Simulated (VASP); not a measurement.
## A VASP 6.6.1 single-point calculation on NaCl

INCAR

```
LCHARG = .FALSE.
LASPH = .TRUE.
LWAVE = .FALSE.
ALGO = Normal
SIGMA = 0.01
PREC = Accurate
METAGGA = R2SCAN
NSW = 0
LREAL = .FALSE.
ENCUT = 520
EDIFF = 1E-7
ISMEAR = 0
IBRION = -1
ISYM = 1
NBANDS = 14
ISIF = 2
NELM = 86
```

KPOINTS

```
KPOINTS created by Atomic Simulation Environment
0
Gamma
8 8 8
0 0 0
```

POSCAR

```
Na Cl
 1.0000000000000000
     0.0000000000000000    2.8026988253748137    2.8026988253748137
     2.8026988253748137    0.0000000000000000    2.8026988253748137
     2.8026988253748137    2.8026988253748137   -0.0000000000000000
 Na  Cl
   1   1
Cartesian
 -0.0000000000000000 -0.0000000000000000 -0.0000000000000000
  2.8026988253748137  2.8026988253748137  2.8026988253748137
```

The recommended PBE PAW datasets give the neutral cell 14 valence electrons.

Command

```
mpirun -np 1 vasp_std
```

**Question.** How does this run end, and what does it give?

**Answer.** It converged. Results: gap between bands v and c on the k mesh 6.00 eV; least direct gap on the k mesh 6.00 eV; pressure -0.1 GPa. Band v is the last that the valence electrons fill when counted band by band, and c is the next.

OSZICAR

```
N       E                     dE             d eps       ncg     rms          rms(c)
DAV:   1     0.956281825576E+02    0.95628E+02   -0.72109E+03   812   0.101E+03
DAV:   2    -0.753431022290E+01   -0.10316E+03   -0.94889E+02   918   0.289E+02
DAV:   3    -0.158213383411E+02   -0.82870E+01   -0.82370E+01  1034   0.743E+01
DAV:   4    -0.159590882765E+02   -0.13775E+00   -0.13768E+00   992   0.103E+01
DAV:   5    -0.159621252497E+02   -0.30370E-02   -0.30368E-02  1034   0.154E+00    0.227E+00
DAV:   6    -0.137995345707E+02    0.21626E+01   -0.54072E-01   824   0.740E+00    0.234E+00
DAV:   7    -0.137829873986E+02    0.16547E-01   -0.15230E-01  1034   0.278E+00    0.123E+00
DAV:   8    -0.137882378820E+02   -0.52505E-02   -0.63303E-03   932   0.595E-01    0.472E-01
DAV:   9    -0.137900241101E+02   -0.17862E-02   -0.40341E-03   884   0.569E-01    0.131E-01
DAV:  10    -0.137900628938E+02   -0.38784E-04   -0.95659E-05  1076   0.786E-02    0.281E-02
DAV:  11    -0.137900831590E+02   -0.20265E-04   -0.64164E-05   944   0.680E-02    0.483E-02
DAV:  12    -0.137900855765E+02   -0.24175E-05   -0.45459E-06   998   0.157E-02    0.296E-03
DAV:  13    -0.137900856063E+02   -0.29802E-07   -0.13280E-07   962   0.327E-03
   1 F= -.13790086E+02 E0= -.13790086E+02  d E =-.833434E-35
```

Standard output (part)

```
POSCAR found type information on POSCAR NaCl
 POSCAR found :  2 types and       2 ions
 LDA part: xc-table for (None), standard interpolation
 POSCAR, INCAR and KPOINTS ok, starting setup
 WAVECAR not read
 entering main loop
```

For comparison, a separate r²SCAN run of the intended cell, on usual settings and not on those above, gives a gap of 6.00 eV on its mesh and a pressure of -0.1 GPa.
